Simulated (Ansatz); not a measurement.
**Si3N4 under strain — 14N nuclear quadrupole resonance**

Cell: a COD entry, relaxed with PBE at fixed cell and then changed (z stretched by 3 %, ions relaxed).

```xyz
14
Lattice="-3.2374 3.2374 3.3345 3.2374 -3.2374 3.3345 3.2374 3.2374 -3.3345" Properties=species:S:1:pos:R:3 pbc="T T T"
Si    2.4391    3.2373   -1.6672
Si   -1.6187    2.4169    3.3345
Si    0.7983    3.2374    1.6672
Si    1.6187    0.8204    3.3345
Si    3.2374   -1.6187    2.5009
Si    3.2374    1.6187    0.8336
N     1.8273    1.8195    1.8863
N     0.2008   -0.2086    3.1154
N     1.4101    4.6552   -1.4482
N     3.0365    0.2086   -0.2190
N    -1.4101    1.4178    4.7827
N     0.2008    0.2086    0.2190
N     4.6474   -1.4178    1.4482
N    -0.2008    3.0288    0.2190
```

Atom numbers follow the list; atoms alike are taken as one site, whose name carries the number of the first.

Computed with Ansatz: DFT, PBE, plane waves and PAW, scalar-relativistic, 420 eV cutoff, Γ-centred 6×6×6 k-points, Fermi–Dirac smearing 0.02 eV.

14N: I = 1, Q = 20.44 mb (year-2017 value). Static lattice, zero field.

(1) The simulated lines lie at 0.113, 2.17, 2.29 MHz. What are |C_Q|, η and |V_zz| at N?

Results:

(1) For I = 1 the lines are ν± = (3/4)|C_Q|(1 ± η/3) and ν₀ = |C_Q|η/2. Here |C_Q| = 2.97 MHz, η = 0.08 and |V_zz| = 6.02 × 10²¹ V/m². The calculation gives V_zz negative; the lines don't show the sign. The site has 3 Si at 1.77 Å.

At N V_zz stands upright on the plane through its three neighbours (within 1°).

At this changed cell the PBE pressure is -5 GPa.
